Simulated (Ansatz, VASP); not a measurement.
Sb in VASP and in Ansatz

Contents of INCAR:

```
  PREC = Accurate
  ENCUT = 520
  EDIFF = 1E-6
  ISMEAR = -1
  SIGMA = 0.03
  LREAL = False
  LASPH = True
  NELM = 80
  ALGO = Normal
  ISIF = 2
  LWAVE = False
  LCHARG = False
  GGA = CA
  NBANDS = 12
```

Contents of KPOINTS:

```
regular mesh
0
Gamma
  12 12 7
```

Contents of POSCAR:

```
Sb
1.0
    3.3353101777      0.0000000000      0.0000000000
   -1.6676550889      2.8884633434      0.0000000000
    0.0000000000      0.0000000000      5.3300000000
Sb
2
Direct
    0.3333333333      0.6666666667      0.2500000000
    0.6666666667      0.3333333333      0.7500000000
```

Input for Ansatz:

```yaml
crystal:
  lattice:
    - [3.3353101777, 0.0, 0.0]
    - [-1.6676550889, 2.8884633434, 0.0]
    - [0.0, 0.0, 5.33]
  atoms:
    - { symbol: Sb, position: [0.3333333333, 0.6666666667, 0.25] }
    - { symbol: Sb, position: [0.6666666667, 0.3333333333, 0.75] }
kpoints:
  mp_grid: { grid: [12, 12, 7] }
  band_path:
    path:
      - [0.0, 0.0, 0.0]
      - [0.5, 0.0, 0.0]
      - [0.3333333333, 0.3333333333, 0.0]
      - [0.0, 0.0, 0.0]
      - [0.0, 0.0, 0.5]
      - [0.5, 0.0, 0.5]
      - [0.3333333333, 0.3333333333, 0.5]
      - [0.0, 0.0, 0.5]
      - [0.5, 0.0, 0.5]
    npoints: 5
scf:
  occupations: { method: fermi_dirac, width: 0.03 }
hamiltonian:
  xc: lda
  pseudopotentials: { kind: all_electron, lapw: { basis_error: 0.0005 } }
output:
  forces: true
  stress: true
  eigenvalues: true
```

Change from the starting cell: equal xx and yy strain of -1 %.

Alike in both runs: task single point; functional LDA; k mesh 12 × 12 × 7; occupations fermi-dirac, width 0.03 eV; no spin polarisation.

```csv
,VASP,Ansatz
version,VASP 6.6.1,Ansatz 0.2.0
potentials or method,"VASP PAW LDA potentials, release 64 (Sb)","all-electron LAPW, scalar-relativistic"
plane-wave cutoff (eV),520,see its input
```

VASP gave:

```
pressure (GPa)                                  : 0.1
largest component of the traceless stress (GPa) : 1.00
```

**Question.** Which values does Ansatz return?

**Answer.** Pressure (GPa): 0.1; largest component of the traceless stress (GPa): 1.02.

Ansatz ran all-electron here, so the differences hold the error of VASP's frozen core and of both bases.

Spin-orbit coupling is left out, which matters for the levels of Sb.
